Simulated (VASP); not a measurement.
**Sb: vibrations by finite differences with PBE+D3(BJ)**

Crystal: Sb.

```
Sb
1.0
     2.17508    1.25578    3.72982
    -2.17508    1.25578    3.72982
     0.00000   -2.51157    3.72982
Sb
2
Direct
  0.23400 0.23400 0.23400
  0.76600 0.76600 0.76600
```

```yaml
Program: VASP 6.6.1
Task: vibrations by finite differences
Functional: PBE
Dispersion: D3(BJ)
Potentials_or_basis: VASP PAW PBE potentials, release 64 (Sb)
Cutoff: 520 eV
k_mesh: 6 × 6 × 6
Occupations: gaussian, width 0.02 eV
Spin: no spin polarisation
```

| Item | Value |
| --- | --- |
| Highest phonon frequency at Γ | 152 cm⁻¹ |
| Dispersion energy per atom | -0.467 eV |

Phonon frequencies in cm⁻¹ (negative: imaginary):
| q point | frequencies |
| --- | --- |
| (0.000, 0.000, 0.000) | 0 0 0 93 93 152 |

It took 85 s on 1 thread of Intel(R) Xeon(R) 6975P-C (Granite Rapids), on a shared host, peak memory 0.29 GiB.

 The run has no spin-orbit coupling, so splittings on Sb are missing.
